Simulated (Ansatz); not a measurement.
# Na vacancy in Na

All numbers below come from Ansatz 0.2.0, DFT PBE, scalar-relativistic, plane waves, PAW. Settings: 420 eV cutoff, 3×3×3 k-mesh, Gaussian smearing of 0.10 eV, no spin polarisation.

Host crystal, relaxed:

```
Na
1.0
    -2.09829    2.09829    2.09829
     2.09829   -2.09829    2.09829
     2.09829    2.09829   -2.09829
Na
1
Direct
  0.00000 0.00000 0.00000
```

Supercell of 32 atoms, rows in host cell vectors: -2 0 2; -2 2 0; -4 -2 -2. Atoms relax at the host's cell, keeping the symmetry that the supercell leaves at the site. The cell is small, so energies carry finite-size errors of tenths of an eV. The host is a metal. Atoms are taken from and returned to the elements' standard states.

Defect: Na vacancy at (0.000, 0.000, 0.000) of the host cell.

**Question.** What is the formation energy of the neutral defect?

**Answer.** 0.34 eV.

**Question.** Does the neutral defect carry a moment, and how do its surroundings relax?

**Answer.** The neutral run had no spin polarisation, so a moment wasn't tested. The nearest neighbours before are 8 Na at 3.63 Å; after relaxation the atoms near the site are 8 Na at 3.41 Å; the largest move is 0.23 Å.

Cost: 2 runs of about 11 core-minutes in all, on AMD EPYC (Zen 3) (shared hosts).